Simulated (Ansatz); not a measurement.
# TaSi2 (P6_422) in Ansatz: relaxation of cell and atoms with PBEsol

Aim: the relaxation of cell and atoms of TaSi2 with PBEsol.

Everything below comes from runs of Ansatz 0.2.0. Logs are shortened: lines on timing, memory, paths and dates and some standing lists are left out, and cuts for length are marked.

## Step 1: The structure

Symmetry: P6_422, No. 181, hexagonal system. The conventional cell has a = 4.784 Å, b = 4.784 Å, c = 6.570 Å, α = 90.00°, β = 90.00°, γ = 120.00°. Around Ta (site symmetry 222) lie 10 Si at 2.61 to 2.83 Å. Si (site symmetry 2) has 5 Si at 2.56 to 2.83 Å and 5 Ta at 2.61 to 2.83 Å as nearest neighbours.

## Step 2: Relaxation of cell and atoms, PBEsol

Input file input.yaml:

```yaml
crystal:
  lattice:
    - [4.7839, 0.0, 0.0]
    - [-2.39195, 4.1429789292, 0.0]
    - [0.0, 0.0, 6.57]
  atoms:
    - { symbol: Ta, position: [0.0, 0.5, 0.3333333333] }
    - { symbol: Ta, position: [0.5, 0.5, 0.6666666667] }
    - { symbol: Ta, position: [0.5, 0.0, 0.0] }
    - { symbol: Si, position: [0.31794, 0.15897, 0.3333333333] }
    - { symbol: Si, position: [0.15897, 0.84103, 0.6666666667] }
    - { symbol: Si, position: [0.84103, 0.68206, 0.0] }
    - { symbol: Si, position: [0.68206, 0.84103, 0.3333333333] }
    - { symbol: Si, position: [0.84103, 0.15897, 0.6666666667] }
    - { symbol: Si, position: [0.15897, 0.31794, 0.0] }
hamiltonian:
  xc: pbesol
  pseudopotentials: { kind: paw }
kpoints:
  mp_grid: { grid: [7, 7, 4] }
scf:
  occupations: { method: fermi_dirac, width: 0.05 }
output:
  forces: true
  stress: true
  eigenvalues: true
relax:
  f_tol: 0.01
  max_steps: 40
  cell: { stress_tol: 0.05 }
```

Potentials or basis: Ansatz PAW.

Command:

```console
$ ansatz run input.yaml --threads 4 --pin off --max-ram 11264MiB --backend cpu --events-out ev --progress --plain --runs-dir out
```

Log:

```text
Warning: RAYON_NUM_THREADS=4 ignored (pool sized by the plan → 4); use --threads N
Engine: ansatz 0.2.0, x86_64-unknown-linux-gnu
Pseudopotentials: kind: paw
Pseudopotential: Ta, paw, valence charge 13, recommended cutoff 420 eV (normal), Ta.paw.azcp
Pseudopotential: Si, paw, valence charge 4, recommended cutoff 420 eV (normal), Si.paw.azcp
Functional definition: PBEsol
  exchange = pbesol_x
  correlation = pbesol_c
Crystal: 9 atoms, lattice volume = 130.215 Å³
Basis set: ecut = 420 eV, 2523 PW (Γ), exchange–correlation on 64×64×90 points (8 copies of the dense FFT grid, shifted against one another)
Bands: 41, of which v1, the nominal top of the filled ones, is band 32 counted from 1 (31 counted from 0)
Symmetry: 12 space group operations
Space group: P6422 (ITA 181), of the structure as read, at distance tolerance 5.1e-5 Å
k-points: 24 of 196 (time reversal used)
Non-local potential: Ta, projectors of the file, l = 0: 3, l = 1: 2, l = 2: 2, l = 3: 1
Non-local potential: Si, projectors of the file, l = 0: 2, l = 1: 2, l = 2: 2
PAW form: soft (Blöchl's): semilocal exchange-correlation on the pseudo side does not see the compensation charge
PAW frozen core: Ta, regenerated for the run's functional, and the local potential with it (the file was generated under x = pbe(κ = 0.804, μ = 0.2195149727645171), c = pbe(β = 0.06672455060314922))
PAW frozen core: Si, regenerated for the run's functional, and the local potential with it (the file was generated under x = pbe(κ = 0.804, μ = 0.2195149727645171), c = pbe(β = 0.06672455060314922))
PAW one-centre angular grid: Ta, 590 points (default); XC on 64 Gauss nodes
PAW one-centre angular grid: Si, 110 points (default); XC on 64 Gauss nodes
Initial density: superposition of atomic densities (neutral atoms: chi_scale 0, normalization atom), corrected by the library's trained network
Initial wavefunctions: pseudopotential atomic-orbital guess
Functional: x = pbesol(κ = 0.804, μ = 0.12345679012345678), c = pbesol(β = 0.046)
SCF iter   1: F=—  HF=-33153.716231 eV  |F-HF|=—  |Δ(HF+E_count)|=         —  Δρ=5.15e-3  dr2=4.68e-2  ethr=1.77e-3  ⟨swp⟩=7.0  Hψ=4597  notcnv=0  defer=5
preconditioner: auto → Kerker (q_TF=auto, 2.417 Å⁻¹)  [metal: Δε(μ)=0.065 eV  Ē_g=7.331 eV  σ=0.050 eV  W_gap=0.30  n_scr=22 (ndim 8)  ℏωp=20.3 eV  f_vac=0.000  D(μ)=3.10/eV (n_scr^D=22)]
SCF iter   2: F=—  HF=-33153.709081 eV  |F-HF|=—  |Δ(HF+E_count)|=   7.15e-3  Δρ=2.54e-3  dr2=7.00e-3  ethr=7.43e-5  ⟨swp⟩=2.0  Hψ=1309  notcnv=0  defer=21
SCF iter   3: F=—  HF=-33153.708374 eV  |F-HF|=—  |Δ(HF+E_count)|=   7.07e-4  Δρ=6.63e-4  dr2=3.98e-4  ethr=1.11e-5  ⟨swp⟩=2.0  Hψ=1171  notcnv=0  defer=21
[... 58 lines left out ...]
  E_band       = -248.489858
  E_kinetic    = 1365.348955
  E_local      = -2326.094361  (includes V_loc(G=0)·N_el)
  E_nonlocal   = 205.478355
  E_hartree    = 890.282765
  E_xc         = -992.798433
  E_vxc        = -910.454942  (∫ρ·V_xc dr)
  E_paw        = -27812.677383  (= ΣΔE_a)
  E_vpaw       = -363.333780  (= ΣTr[D̂ρ^β])
  E_aug_tail   = 0.000461  (compensation charges beyond the density's cutoff)
  E_ewald      = -4484.066585
  E_core_change = 0.830303  (= ΣΔE_core)
  E_smearing   = -0.026219  (= −TS)
  E_closure    = 0.000000  (closes the sum)
  Σ components = -33153.722141   (vs F -33153.722141, Δ=0.00e0)
--- Forces (eV/Å), atoms counted from 1 ---
  atom   1  Ta     0.00000000     0.00000000     0.00000000
  atom   2  Ta     0.00000000    -0.00000000    -0.00000000
  atom   3  Ta    -0.00000000    -0.00000000     0.00000000
  atom   4  Si     0.00227153     0.00131147     0.00000000
  atom   5  Si     0.00227153    -0.00131147     0.00000000
  atom   6  Si     0.00000000    -0.00262294     0.00000000
  atom   7  Si    -0.00227153    -0.00131147     0.00000000
  atom   8  Si    -0.00227153     0.00131147    -0.00000000
  atom   9  Si    -0.00000000     0.00262294    -0.00000000
  max |Σ_I F_I| component: 5.16e-17 eV/Å
--- Stress (GPa, compression-positive) ---
        0.004698       0.000000      -0.000000
       -0.000000       0.004698       0.000000
       -0.000000       0.000000      -0.002589
  P = ⅓ Tr σ = 0.0023 GPa (0.023 kbar)
--- Band table (eV; the first three rows and the last of 24) ---
  k-point 0: bands = ["-52.2564", "-52.2402", "-52.2402", "-18.9656", "-18.9656", "-18.9603", "-18.8935", "-18.8935", "-18.7938", "-18.7911", "-18.7820", "-18.7820", "1.8468", "5.1737", "5.1737", "8.6883", "9.3974", "9.3974", "9.4033", "9.4033", "10.5066", "11.3806", "11.3806", "11.7621", "12.7323", "12.7323", "12.7822", "12.7822", "12.9102", "13.0730", "13.0730", "13.8115", "15.9838", "18.3219", "18.3219", "18.7913", "18.9064", "18.9097", "19.2460", "19.2460", "19.3791"]
  k-point 1: bands = ["-52.2550", "-52.2456", "-52.2362", "-19.0030", "-18.9495", "-18.9117", "-18.8995", "-18.8976", "-18.8104", "-18.8040", "-18.7954", "-18.7564", "2.0924", "3.8819", "6.4479", "8.8931", "9.0249", "9.3385", "9.7635", "9.8888", "10.3147", "10.4543", "10.8030", "11.1620", "12.5416", "12.8331", "12.9987", "13.0249", "13.1606", "13.2596", "13.7198", "14.2681", "16.6988", "17.5896", "18.1170", "18.6564", "18.7826", "18.8306", "19.1705", "19.2579", "19.4216"]
  k-point 2: bands = ["-52.2510", "-52.2510", "-52.2348", "-19.0162", "-18.9226", "-18.9226", "-18.9026", "-18.8545", "-18.8545", "-18.8043", "-18.8043", "-18.7461", "2.8007", "2.8007", "7.2332", "8.8859", "8.9186", "9.3870", "9.3870", "10.2699", "10.2699", "10.3490", "10.3490", "11.0561", "12.4794", "12.6084", "12.6084", "13.0028", "13.3339", "13.5246", "13.5246", "16.3873", "16.3873", "17.9782", "17.9782", "18.7331", "18.7982", "18.7982", "18.8646", "18.9344", "19.2301"]
  k-point 23: bands = ["-52.2508", "-52.2444", "-52.2414", "-19.0078", "-18.9812", "-18.9802", "-18.8812", "-18.8603", "-18.8196", "-18.7831", "-18.7820", "-18.7603", "4.6226", "4.6546", "5.4744", "6.2821", "6.4310", "7.5155", "9.8931", "10.0068", "10.7544", "11.0164", "12.3853", "12.4566", "12.6379", "12.7143", "12.7427", "12.8695", "14.1687", "14.7505", "14.8116", "15.3101", "16.3642", "16.9648", "17.0834", "17.5978", "17.6133", "18.2664", "18.6597", "18.7851", "19.0892"]
--- Relaxed structure (4 steps of the walk, 4 accepted, 1 SCFs on fresh bases) ---
  F+E_penalty+E_count = -33153.72214113 eV   max|allowed force component| = 2.623e-3 eV/Å   (the final SCF, on the basis selected at the relaxed cell)
  cell:  # Å, volume = 128.6278 Å³
    - [4.7564998363241875, -1.1218969597824173e-33, 5.754899385225037e-19]
    - [-2.3782499181620937, 4.119249691353271, -2.0440613822259574e-18]
    - [7.903528284614229e-19, -2.78519370492089e-18, 6.564916999549908]
  atoms:
    - { symbol: Ta, position: [5.730260590469574e-20, 0.49999999999999994, 0.3333333333333333] }
    - { symbol: Ta, position: [0.49999999999999994, 0.49999999999999994, 0.6666666666666666] }
    - { symbol: Ta, position: [0.49999999999999994, 6.198213016311943e-35, -6.620384183831123e-35] }
    - { symbol: Si, position: [0.3191323230203297, 0.1595661615101649, 0.3333333333333333] }
    - { symbol: Si, position: [0.15956616151016484, 0.8404338384898351, 0.6666666666666666] }
    - { symbol: Si, position: [0.8404338384898351, 0.6808676769796702, -5.564937033656846e-20] }
    - { symbol: Si, position: [0.6808676769796702, 0.8404338384898351, 0.3333333333333333] }
    - { symbol: Si, position: [0.8404338384898349, 0.1595661615101649, 0.6666666666666666] }
    - { symbol: Si, position: [0.1595661615101649, 0.3191323230203298, 5.564937033656848e-20] }
```

Wall time 8.5 s (4 threads of Intel Xeon 6975P-C (Granite Rapids), shared host); peak memory 0.5 GiB.

Results:

- Free energy: -33153.7221 eV
- Relaxed volume: 14.29 Å³/atom
- Relaxed cell: a = 4.756 Å, b = 4.756 Å, c = 6.565 Å, α = 90.00°, β = 90.00°, γ = 120.00°
- Space group after relaxing (to 0.05 Å): P6_422 (No. 181)
- Energy gained by relaxing: 1.5 meV/atom
- Ionic steps: 5
- Pressure after relaxing: 0.0 GPa
- Band gap on the k mesh: none (metal or under the smearing width)

Forces on the atoms (eV/Å):
```
Ta   0.000  0.000  0.000
Ta   0.000  0.000  0.000
Ta   0.000  0.000  0.000
Si   0.002  0.001  0.000
Si   0.002 -0.001  0.000
Si   0.000 -0.003  0.000
Si  -0.002 -0.001  0.000
Si  -0.002  0.001  0.000
Si   0.000  0.003  0.000
```

Step by step:
```
step  energy change (eV)  largest force (eV/Å)  volume (Å³)
   1              0.0000                0.0590       130.21
   2             -0.0045                0.0623       127.34
   3             -0.0142                0.0006       128.67
   4             -0.0142                0.0027       128.63
   5             -0.0137                0.0026       128.63
```

Final structure:
```cif
data_structure
_symmetry_space_group_name_H-M 'P 1'
_symmetry_Int_Tables_number 1
_cell_length_a 4.7565
_cell_length_b 4.7565
_cell_length_c 6.5649
_cell_angle_alpha 90.000
_cell_angle_beta 90.000
_cell_angle_gamma 120.000
_cell_volume 128.63
loop_
_atom_site_label
_atom_site_type_symbol
_atom_site_fract_x
_atom_site_fract_y
_atom_site_fract_z
_atom_site_occupancy
Ta1 Ta 0.00000 0.50000 0.33333 1
Ta2 Ta 0.50000 0.50000 0.66667 1
Ta3 Ta 0.50000 0.00000 0.00000 1
Si1 Si 0.31913 0.15957 0.33333 1
Si2 Si 0.15957 0.84043 0.66667 1
Si3 Si 0.84043 0.68087 0.00000 1
Si4 Si 0.68087 0.84043 0.33333 1
Si5 Si 0.84043 0.15957 0.66667 1
Si6 Si 0.15957 0.31913 0.00000 1
```

Caveat: the plane-wave basis is chosen anew once the cell has moved, so the energies of steps on either side of that aren't comparable; the PAW data sets come from PBE, with cores solved anew for the run's functional, which leaves a small shift of forces and pressure. The run has no spin-orbit coupling, so splittings on Ta are missing.
